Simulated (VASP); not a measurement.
Input of a VASP 6.6.1 run:

Contents of INCAR:

```
PREC     = Accurate       # precision mode
ENCUT    = 520            # plane-wave cutoff, eV
EDIFF    = 1E-7           # SCF threshold, eV
ISMEAR   = 0              # smearing method
SIGMA    = 0.1            # smearing width, eV
LREAL    = False          # projectors in reciprocal space
LASPH    = True           # aspherical terms in the spheres
NELM     = 60             # most SCF steps
ALGO     = Fast           # electronic algorithm
ISIF     = 3              # what is computed and relaxed
LWAVE    = False          # write WAVECAR
LCHARG   = False          # write CHGCAR
GGA      = PE             # functional
IBRION   = 2              # ionic algorithm
NSW      = 80             # ionic steps
EDIFFG   = -0.002         # ionic threshold
```

KPOINTS

```
Automatic mesh
0
Gamma
  10 10 10
```

POSCAR

```
Al                                      
1.0
    0.0000000000      2.0187342045      2.0187342045
    2.0187342045      0.0000000000      2.0187342045
    2.0187342045      2.0187342045     -0.0000000000
  Al            
     1
Direct
     0.0000000000000000    0.0000000000000000    0.0000000000000000
```

Potentials or basis: VASP PAW PBE potentials, release 64 (Al).

The run is started by

```bash
$ cat potpaw_PBE.64/Al/POTCAR > POTCAR
$ mpirun -np 1 vasp_std > vasp.out
```

(1) What does it give for the band gap on the k mesh?

Results:

(1) none (metal or under the smearing width).

Caveat: the relaxation stopped at its first step, so nothing moved.
